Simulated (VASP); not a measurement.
# ZnS (P6_3mc) in VASP: further runs

The runs below take ZnS through single point, with r2SCAN.

Everything below comes from runs of VASP 6.6.1. Logs are shortened: lines on timing, memory, paths and dates and some standing lists are left out, and cuts for length are marked.

**The experiment to reproduce.**

From a printed reference work, monograph, for a bulk crystal of ZnS at 4 K: band gap 3.911 eV (direct).

The results are compared with them further down.

### Step 1. The cell of the first run

It takes space group P6_3mc (No. 186, hexagonal). The conventional cell has a = 3.807 Å, b = 3.807 Å, c = 6.246 Å, α = 90.00°, β = 90.00°, γ = 120.00°. Within 3.1 Å of Zn (site symmetry 3m) lie 4 S at 2.33 to 2.34 Å. Within 3.1 Å of S (site symmetry 3m) lie 4 Zn at 2.33 to 2.34 Å.

### Step 2. Single point, r2SCAN

Input file POSCAR:

```
ZnS
1.0
   -3.8067217473      0.0000000000      0.0000000000
   -1.9033608736     -3.2967177383      0.0000000000
    0.0000000000      0.0000000000     12.4914703042
Zn S
4 4
Direct
    0.3333333333      0.3333333333      0.0026940355
    0.3333333333      0.3333333333      0.5026940355
    0.6666666667      0.6666666667      0.2526940355
    0.6666666667      0.6666666667      0.7526940355
    0.3333333333      0.3333333333      0.1898059645
    0.3333333333      0.3333333333      0.6898059645
    0.6666666667      0.6666666667      0.4398059645
    0.6666666667      0.6666666667      0.9398059645
```

Input file INCAR.step1:

```
ALGO = Normal
EDIFF = 1E-4
ENCUT = 520
GGA = PE
ISMEAR = 0
LASPH = T
LCHARG = F
LREAL = F
LWAVE = T
NBANDS = 46
NELM = 80
PREC = Accurate
SIGMA = 0.05
```

Input file INCAR.step2:

```
ALGO = Normal
EDIFF = 1E-7
ENCUT = 520
ISIF = 2
ISMEAR = 0
ISTART = 1
LASPH = T
LCHARG = T
LELF = T
LMIXTAU = T
LREAL = F
LVHAR = T
LWAVE = F
METAGGA = R2SCAN
NBANDS = 46
NELM = 80
PREC = Accurate
SIGMA = 0.05
```

Input file KPOINTS:

```
k-points
0
Gamma
  7 7 2
```

Potentials or basis: VASP PAW PBE potentials, release 64 (Zn, S).

The run is started by

```sh
$ cat potpaw_PBE.64/Zn/POTCAR potpaw_PBE.64/S/POTCAR > POTCAR
$ cp INCAR.step1 INCAR
$ mpirun -np 1 vasp_std > vasp.out
$ cp INCAR.step2 INCAR
$ mpirun -np 1 vasp_std > vasp.out
```

OUTCAR:

```text
EDIFF = 1E-7
   ENCUT = 520
   ISIF = 2
   ISMEAR = 0
   ISTART = 1
   LASPH = T
   LREAL = F
   METAGGA = R2SCAN
   NELM = 80
   PREC = Accurate

 ion  position               nearest neighbor table
   1  0.333  0.333  0.003-   8 2.33   8 2.33   8 2.33   5 2.34
   2  0.333  0.333  0.503-   7 2.33   7 2.33   7 2.33   6 2.34
   3  0.667  0.667  0.253-   5 2.33   5 2.33   5 2.33   7 2.34
   4  0.667  0.667  0.753-   6 2.33   6 2.33   6 2.33   8 2.34
   5  0.333  0.333  0.190-   3 2.33   3 2.33   3 2.33   1 2.34
   6  0.333  0.333  0.690-   4 2.33   4 2.33   4 2.33   2 2.34
   7  0.667  0.667  0.440-   2 2.33   2 2.33   2 2.33   3 2.34
   8  0.667  0.667  0.940-   1 2.33   1 2.33   1 2.33   4 2.34
[... 7 lines left out ...]
 A1 = (   1.9033608736,   3.2967177383,   0.0000000000)
 A2 = (  -3.8067217473,   0.0000000000,   0.0000000000)
 A3 = (   0.0000000000,   0.0000000000,  12.4914703042)

Analysis of symmetry for initial positions (statically):
=====================================================================
 Subroutine PRICEL returns following result:

  LATTYP: Found a hexagonal cell.
 ALAT       =     3.8067217473
 C/A-ratio  =     1.6407122891

  Lattice vectors:

 A1 = (   1.9033608736,   3.2967177383,   0.0000000000)
 A2 = (  -3.8067217473,   0.0000000000,   0.0000000000)
 A3 = (   0.0000000000,   0.0000000000,   6.2457351521)

   2 primitive cells build up your supercell.

 Routine SETGRP: Setting up the symmetry group for a
 hexagonal supercell.

 Subroutine GETGRP returns: Found 12 space group operations
 (whereof  6 operations were pure point group operations)
 out of a pool of 24 trial point group operations.

The static configuration has the point symmetry C_3v.
 The point group associated with its full space group is C_6v.

Analysis of symmetry for dynamics (positions and initial velocities):
=====================================================================
 Subroutine PRICEL returns following result:

  LATTYP: Found a hexagonal cell.
 ALAT       =     3.8067217473
 C/A-ratio  =     1.6407122891

  Lattice vectors:

 A1 = (   1.9033608736,   3.2967177383,   0.0000000000)
 A2 = (  -3.8067217473,   0.0000000000,   0.0000000000)
 A3 = (   0.0000000000,   0.0000000000,   6.2457351521)

   2 primitive cells build up your supercell.

[... 103 lines left out ...]
   EDIFF  = 0.1E-06   stopping-criterion for ELM
   LREAL  =      F    real-space projection
   EDIFFG = 0.1E-05   stopping-criterion for IOM
   NSW    =      0    number of steps for IOM
   IBRION =     -1    ionic relax: 0-MD 1-quasi-New 2-CG
   NFREE  =      0    steps in history (QN), initial steepest desc. (CG)
   ISIF   =      2    stress and relaxation
   ISYM   =      2    0-nonsym 1-usesym 2-fastsym
   POTIM  = 0.5000    time-step for ionic-motion
   TEBEG  =    0.0;   TEEND  =   0.0 temperature during run
   PSTRESS=    0.0 pullay stress
   NELECT =      72.0000    total number of electrons
   NUPDOWN=      -1.0000    fix difference up-down
   EMIN   =  10.00;   EMAX   =-10.00  energy-range for DOS
   EFERMI =   0.00;   METHOD = LEGACY
   ISMEAR =     0;   SIGMA  =   0.05  broadening in eV -4-tet -1-fermi 0-gaus
   EFERMI_NEDOS =   21; number of points for ismear=-14 and -15
   IALGO  =     38    algorithm
   IMIX   =      4    mixing-type and parameters
     AMIX     =   0.40;   BMIX     =  1.00
     AMIX_MAG =   1.60;   BMIX_MAG =  1.00
  volume/ion in A,a.u.               =      19.60       132.24
  Fermi-wavevector in a.u.,A,eV,Ry     =   1.263097  2.386908 21.706940  1.595415
  Thomas-Fermi vector in A             =   2.396472
   LORBIT       =      0    0 simple, 1 ext, 2 COOP (PROOUT), +10 PAW based schemes
   METAGGA = R2SCAN    functional components
   LHFCALC =     F    Hartree Fock is set to
   AEXX    =    0.0000 exact exchange contribution
   IVDW    =     0    specifies the selected vdW correction
   LEPSILON=     F    determine dielectric tensor
   LRPA    =     F    only Hartree local field effects (RPA)
 non-spin polarized calculation
 Gauss-broadening in eV      SIGMA  =   0.05
  energy-cutoff  :      520.00
  volume of cell :      156.76
 maximum number of plane-waves:      4241
   NGX = 15   NGY = 15   NGZ = 47

 number of electron      71.9999987 magnetization

 Free energy of the ion-electron system (eV)
  ---------------------------------------------------
  ext. energy  EPLUGINS =         0.00000000
  ---------------------------------------------------
  free energy    TOTEN  =       -75.44619794 eV

  energy without entropy =      -75.44619794  energy(sigma->0) =      -75.44619794

 E-fermi :   2.1297     XC(G=0): -10.3109

 val. band max:        1.9144124973   @ k =   0.0000   0.0000   0.0000
 cond. band min:       4.7000187640   @ k =   0.0000   0.0000   0.0000
 fundamental gap:      2.7856062666
 Fermi energy:         2.1297016740

 k-point     1 :       0.0000    0.0000    0.0000
  band No.  band energies     occupation
      1     -11.8356      2.00000
      2     -11.3966      2.00000
      3     -11.3966      2.00000
      4     -10.8755      2.00000
      5      -4.6192      2.00000
      6      -4.6042      2.00000
[... 773 lines left out ...]
     45       9.7321      0.00000
     46       9.7321      0.00000

------------------------ aborting loop because EDIFF is reached ----------------------------------------

  FORCE on cell =-STRESS in cart. coord.  units (eV):
  Direction    XX          YY          ZZ          XY          YZ          ZX
  --------------------------------------------------------------------------------------
  -------------------------------------------------------------------------------------
  Total        0.0172925      0.0172925     -0.0001100     -0.0000000     -0.0000000     -0.0000000
  in kB        0.1767348      0.1767348     -0.0011238     -0.0000000     -0.0000000     -0.0000000
  external PRESSURE =       0.1174486 kB  Pullay stress =       0.0000000 kB

 VOLUME and BASIS-vectors are now :
 -----------------------------------------------------------------------------
  energy-cutoff  :      520.00
  volume of cell :      156.76
      direct lattice vectors                 reciprocal lattice vectors
    -3.806721747  0.000000000  0.000000000    -0.262693222  0.151666002  0.000000000
    -1.903360874 -3.296717738  0.000000000     0.000000000 -0.303332005  0.000000000
     0.000000000  0.000000000 12.491470304     0.000000000  0.000000000  0.080054627

 POSITION                                       TOTAL-FORCE (eV/Angst)
 -----------------------------------------------------------------------------------
     -1.90336     -1.09891      0.03365         0.000000      0.000000      0.002012
     -1.90336     -1.09891      6.27939         0.000000      0.000000      0.002012
     -3.80672     -2.19781      3.15652        -0.000000     -0.000000      0.002012
     -3.80672     -2.19781      9.40226        -0.000000     -0.000000      0.002012
     -1.90336     -1.09891      2.37096         0.000000     -0.000000     -0.002012
     -1.90336     -1.09891      8.61669         0.000000     -0.000000     -0.002012
     -3.80672     -2.19781      5.49382         0.000000     -0.000000     -0.002012
     -3.80672     -2.19781     11.73956         0.000000     -0.000000     -0.002012
 -----------------------------------------------------------------------------------
    total drift:                                0.000000      0.000000      0.026997

  FREE ENERGIE OF THE ION-ELECTRON SYSTEM (eV)
  ---------------------------------------------------
  free  energy   TOTEN  =       -75.4461979369 eV

  energy  without entropy=      -75.4461979369  energy(sigma->0) =      -75.44619794
```

OSZICAR.step1:

```text
N       E                     dE             d eps       ncg     rms          rms(c)
DAV:   1     0.601139356914E+03    0.60114E+03   -0.33122E+04  1472   0.190E+03
DAV:   2     0.532916271979E+02   -0.54785E+03   -0.52675E+03  1480   0.441E+02
DAV:   3    -0.251851837871E+02   -0.78477E+02   -0.77375E+02  1626   0.154E+02
DAV:   4    -0.290003680323E+02   -0.38152E+01   -0.37988E+01  1810   0.341E+01
DAV:   5    -0.290600786740E+02   -0.59711E-01   -0.59687E-01  1750   0.428E+00    0.140E+01
DAV:   6    -0.273115819936E+02    0.17485E+01   -0.35722E+00  2232   0.416E+01    0.108E+01
DAV:   7    -0.274310671362E+02   -0.11949E+00   -0.47456E+00  1664   0.853E+00    0.405E+00
DAV:   8    -0.273513616887E+02    0.79705E-01   -0.28972E-01  1872   0.472E+00    0.132E+00
DAV:   9    -0.273483486016E+02    0.30131E-02   -0.90803E-02  1900   0.270E+00    0.399E-01
DAV:  10    -0.273484800760E+02   -0.13147E-03   -0.39458E-03  1770   0.791E-01    0.227E-01
DAV:  11    -0.273489527652E+02   -0.47269E-03   -0.86392E-04  1588   0.173E-01    0.118E-01
DAV:  12    -0.273489799670E+02   -0.27202E-04   -0.88633E-05  1144   0.890E-02
   1 F= -.27348980E+02 E0= -.27348980E+02  d E =-.109253E-13
```

It took 21 min on 1 thread of AMD EPYC 7R13, shared host; peak memory 0.3 GiB.

Results:

```
Free energy            : -75.4462 eV
Pressure               : 0.0 GPa
Band gap on the k mesh : 2.79 eV
```

Forces on the atoms (eV/Å):
```
Zn   0.000  0.000  0.002
Zn   0.000  0.000  0.002
Zn   0.000  0.000  0.002
Zn   0.000  0.000  0.002
S    0.000  0.000 -0.002
S    0.000  0.000 -0.002
S    0.000  0.000 -0.002
S    0.000  0.000 -0.002
```

Caveat: the PAW data sets were made with another functional, which shifts forces and pressure a little. r2SCAN opens gaps a little over a GGA but as a rule still falls short of measured ones.

### Step 3. Single point, r2SCAN

This run uses another cell than the first one: it holds 4 atoms, not 8.

Input file POSCAR:

```
ZnS
1.0
    3.8067217473      0.0000000000      0.0000000000
   -1.9033608736      3.2967177383      0.0000000000
    0.0000000000      0.0000000000      6.2457351521
Zn S
2 2
Direct
    0.3333333333      0.6666666667      0.0053880710
    0.6666666667      0.3333333333      0.5053880710
    0.3333333333      0.6666666667      0.3796119290
    0.6666666667      0.3333333333      0.8796119290
```

Input file INCAR.step1:

```
SYSTEM = ZnS
PREC = Accurate
ENCUT = 520
ISMEAR = 0
SIGMA = 0.05
LREAL = .FALSE.
LASPH = .TRUE.
NELM = 60
NBANDS = 26
GGA = PE
ALGO = Normal
EDIFF = 1E-4
LWAVE = .TRUE.
LCHARG = .FALSE.
```

Input file INCAR.step2:

```
SYSTEM = ZnS
PREC = Accurate
ENCUT = 520
EDIFF = 1E-6
ISMEAR = 0
SIGMA = 0.05
LREAL = .FALSE.
LASPH = .TRUE.
NELM = 60
ALGO = Normal
ISIF = 2
LWAVE = .FALSE.
LCHARG = .TRUE.
METAGGA = R2SCAN
LMIXTAU = .TRUE.
LELF = .TRUE.
LVHAR = .TRUE.
NBANDS = 26
ISTART = 1
```

Input file KPOINTS:

```
regular mesh
0
G
  6 6 4
  0 0 0
```

Potentials or basis: VASP PAW PBE potentials, release 64 (Zn, S).

The run is started by

```sh
$ cat potpaw_PBE.64/Zn/POTCAR potpaw_PBE.64/S/POTCAR > POTCAR
$ cp INCAR.step1 INCAR
$ mpirun -np 1 vasp_std > vasp.out
$ cp INCAR.step2 INCAR
$ mpirun -np 1 vasp_std > vasp.out
```

OUTCAR:

```text
SYSTEM = ZnS
   PREC = Accurate
   ENCUT = 520
   EDIFF = 1E-6
   ISMEAR = 0
   LREAL = .FALSE.
   LASPH = .TRUE.
   NELM = 60
   ISIF = 2
   METAGGA = R2SCAN
   ISTART = 1

 ion  position               nearest neighbor table
   1  0.333  0.667  0.005-   4 2.33   4 2.33   4 2.33   3 2.34
   2  0.667  0.333  0.505-   3 2.33   3 2.33   3 2.33   4 2.34
   3  0.333  0.667  0.380-   2 2.33   2 2.33   2 2.33   1 2.34
   4  0.667  0.333  0.880-   1 2.33   1 2.33   1 2.33   2 2.34

  LATTYP: Found a hexagonal cell.
 ALAT       =     3.8067217473
 C/A-ratio  =     1.6407122891

  Lattice vectors:

 A1 = (   3.8067217473,   0.0000000000,   0.0000000000)
 A2 = (  -1.9033608736,   3.2967177383,   0.0000000000)
 A3 = (   0.0000000000,   0.0000000000,   6.2457351521)

Analysis of symmetry for initial positions (statically):
=====================================================================
 Subroutine PRICEL returns:
 Original cell was already a primitive cell.

 Routine SETGRP: Setting up the symmetry group for a
 hexagonal supercell.

 Subroutine GETGRP returns: Found 12 space group operations
 (whereof  6 operations were pure point group operations)
 out of a pool of 24 trial point group operations.

[... 165 lines left out ...]

 val. band max:        1.9151297278   @ k =   0.0000   0.0000   0.0000
 cond. band min:       4.7003514214   @ k =   0.0000   0.0000   0.0000
 fundamental gap:      2.7852216936
 Fermi energy:         2.1226679552

 k-point     1 :       0.0000    0.0000    0.0000
  band No.  band energies     occupation
      1     -11.8348      2.00000
      2     -10.8746      2.00000
      3      -4.6192      2.00000
      4      -4.6042      2.00000
      5      -4.6042      2.00000
      6      -4.5129      2.00000
[... 598 lines left out ...]
     25      12.1589      0.00000
     26      12.1589      0.00000

------------------------ aborting loop because EDIFF is reached ----------------------------------------

  FORCE on cell =-STRESS in cart. coord.  units (eV):
  Direction    XX          YY          ZZ          XY          YZ          ZX
  --------------------------------------------------------------------------------------
  -------------------------------------------------------------------------------------
  Total        0.0277332      0.0277332      0.0092974      0.0000000      0.0000000      0.0000000
  in kB        0.5668845      0.5668845      0.1900451      0.0000000      0.0000000      0.0000000
  external PRESSURE =       0.4412714 kB  Pullay stress =       0.0000000 kB

 VOLUME and BASIS-vectors are now :
 -----------------------------------------------------------------------------
  energy-cutoff  :      520.00
  volume of cell :       78.38
      direct lattice vectors                 reciprocal lattice vectors
     3.806721747  0.000000000  0.000000000     0.262693222  0.151666002  0.000000000
    -1.903360874  3.296717738  0.000000000     0.000000000  0.303332005  0.000000000
     0.000000000  0.000000000  6.245735152     0.000000000  0.000000000  0.160109255

 POSITION                                       TOTAL-FORCE (eV/Angst)
 -----------------------------------------------------------------------------------
     -0.00000      2.19781      0.03365         0.000000     -0.000000      0.002764
      1.90336      1.09891      3.15652        -0.000000      0.000000      0.002764
     -0.00000      2.19781      2.37096        -0.000000      0.000000     -0.002764
      1.90336      1.09891      5.49382        -0.000000      0.000000     -0.002764
 -----------------------------------------------------------------------------------
    total drift:                               -0.000000      0.000000      0.013448

  FREE ENERGIE OF THE ION-ELECTRON SYSTEM (eV)
  ---------------------------------------------------
  free  energy   TOTEN  =       -37.7212104634 eV

  energy  without entropy=      -37.7212104634  energy(sigma->0) =      -37.72121046
```

OSZICAR.step1:

```text
N       E                     dE             d eps       ncg     rms          rms(c)
DAV:   1     0.244659358941E+03    0.24466E+03   -0.16999E+04  1092   0.167E+03
DAV:   2     0.976162116740E+01   -0.23490E+03   -0.22480E+03  1140   0.348E+02
DAV:   3    -0.139648359990E+02   -0.23726E+02   -0.23489E+02  1328   0.111E+02
DAV:   4    -0.145209543799E+02   -0.55612E+00   -0.55501E+00  1274   0.169E+01
DAV:   5    -0.145293590077E+02   -0.84046E-02   -0.84025E-02  1300   0.207E+00    0.988E+00
DAV:   6    -0.136823980356E+02    0.84696E+00   -0.16330E+00  1638   0.371E+01    0.758E+00
DAV:   7    -0.136780954442E+02    0.43026E-02   -0.12476E+00  1150   0.654E+00    0.345E+00
DAV:   8    -0.136713873063E+02    0.67081E-02   -0.35152E-02  1344   0.176E+00    0.981E-01
DAV:   9    -0.136718472277E+02   -0.45992E-03   -0.93393E-03  1452   0.130E+00    0.231E-01
DAV:  10    -0.136719870265E+02   -0.13980E-03   -0.58826E-04  1240   0.332E-01    0.953E-02
DAV:  11    -0.136722033460E+02   -0.21632E-03   -0.33326E-04  1064   0.121E-01    0.605E-02
DAV:  12    -0.136722022775E+02    0.10685E-05   -0.14468E-05   638   0.419E-02
   1 F= -.13672202E+02 E0= -.13672202E+02  d E =-.276443E-14
```

Run time: 2 min. Hardware: 1 thread of AMD EPYC 7R43 (Zen 3), shared host; peak memory 0.16 GiB.

Results:

```yaml
Free_energy: -37.7212 eV
Pressure: 0.0 GPa
Band_gap_on_the_k_mesh: 2.79 eV, direct
```

Forces in eV/Å, atoms in the order of the input:
```
Zn   0.000  0.000  0.003
Zn   0.000  0.000  0.003
S    0.000  0.000 -0.003
S    0.000  0.000 -0.003
```

Levels at points of the mesh, in eV from the valence-band top:
```csv
k point,band 15,band 16,band 17,band 18,band 19,band 20,band 21,band 22
"(0.00, 0.00, 0.00)",-0.92,-0.09,0.00,0.00,2.79,3.62,6.80,6.80
"(0.50, 0.00, 0.00)",-3.35,-2.31,-1.73,-0.91,4.04,4.78,5.45,7.37
"(0.00, 0.00, 0.50)",-0.48,-0.48,-0.48,-0.48,4.11,4.11,7.26,7.26
"(0.50, 0.00, 0.50)",-1.68,-1.68,-1.66,-1.66,3.96,3.96,5.66,5.66
```

Caveat: the PAW data sets were made with another functional, which shifts forces and pressure a little.

### Step 4. How close it comes

Step 3. A measured gap of ZnS is 3.911 eV (direct; 4 K; a printed reference work, monograph); the calculated 2.79 eV misses it by -1.13 eV. The value is that of r2SCAN, without temperature or zero-point motion.
